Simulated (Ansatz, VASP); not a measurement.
This is a calculation of Ag for Ansatz 0.2.0.

File input.yaml:

```yaml
crystal:
  lattice:
    - [2.9053144643, 0.0, 0.0]
    - [-1.4526572322, 2.5160761321, 0.0]
    - [0.0, 0.0, 10.0662270956]
  atoms:
    - { symbol: Ag, position: [0.0, 0.0, 0.5] }
    - { symbol: Ag, position: [0.0, 0.0, 0.0] }
    - { symbol: Ag, position: [0.6666666667, 0.3333333333, 0.75] }
    - { symbol: Ag, position: [0.3333333333, 0.6666666667, 0.25] }
hamiltonian:
  xc: pbesol
  pseudopotentials: { kind: paw }
kpoints:
  mp_grid: { grid: [11, 11, 3] }
scf:
  occupations: { method: fermi_dirac, width: 0.05 }
output:
  forces: true
  stress: true
  eigenvalues: true
```

Potentials or basis: Ansatz PAW.

Run with:

```console
$ ansatz run input.yaml --threads 1 --pin off --max-ram 3584MiB --backend cpu --events-out ev --progress --plain --runs-dir out
```

Task: Translate it to VASP 6.6.1. Potentials there: VASP PAW PBE potentials, release 64 (Ag).

Result: As run (the cutoff follows the program's own potentials):

Contents of INCAR:

```
PREC = Accurate
ENCUT = 520
EDIFF = 1E-7
ISMEAR = -1
SIGMA = 0.05
LREAL = F
LASPH = T
NELM = 100
ALGO = Normal
ISIF = 2
LWAVE = F
LCHARG = F
GGA = PS
NBANDS = 30
```

File KPOINTS:

```
Automatic mesh
0
Gamma
  11 11 3
```

File POSCAR:

```
Ag
1.0
    2.9053144643      0.0000000000      0.0000000000
   -1.4526572322      2.5160761321      0.0000000000
    0.0000000000      0.0000000000     10.0662270956
Ag
4
Direct
    0.0000000000      0.0000000000      0.5000000000
    0.0000000000      0.0000000000      0.0000000000
    0.6666666667      0.3333333333      0.7500000000
    0.3333333333      0.6666666667      0.2500000000
```

Potentials or basis: VASP PAW PBE potentials, release 64 (Ag).

Command:

```sh
$ cat potpaw_PBE.64/Ag/POTCAR > POTCAR
$ mpirun -np 1 vasp_std > vasp.out
```

Both were run:

|  | VASP | Ansatz | Ansatz less VASP |
| --- | --- | --- | --- |
| gap on the k mesh at the Fermi level (eV) | none | none | - |
| pressure (GPa) | -8.6 | -8.5 | +0.11 |
| largest component of the traceless stress (GPa) | 1.93 | 1.95 | +0.019 |

A gap of «none» marks a metal or a gap that the smearing closes. With one functional, cell and mesh, what is left measures potentials, basis and numerics. The two sets of potentials don't hold the same shells in valence.

Caveats: the PAW data sets were made with another functional, which shifts forces and pressure a little (VASP); the PAW data sets come from PBE, with cores solved anew for the run's functional, which leaves a small shift of forces and pressure (Ansatz).
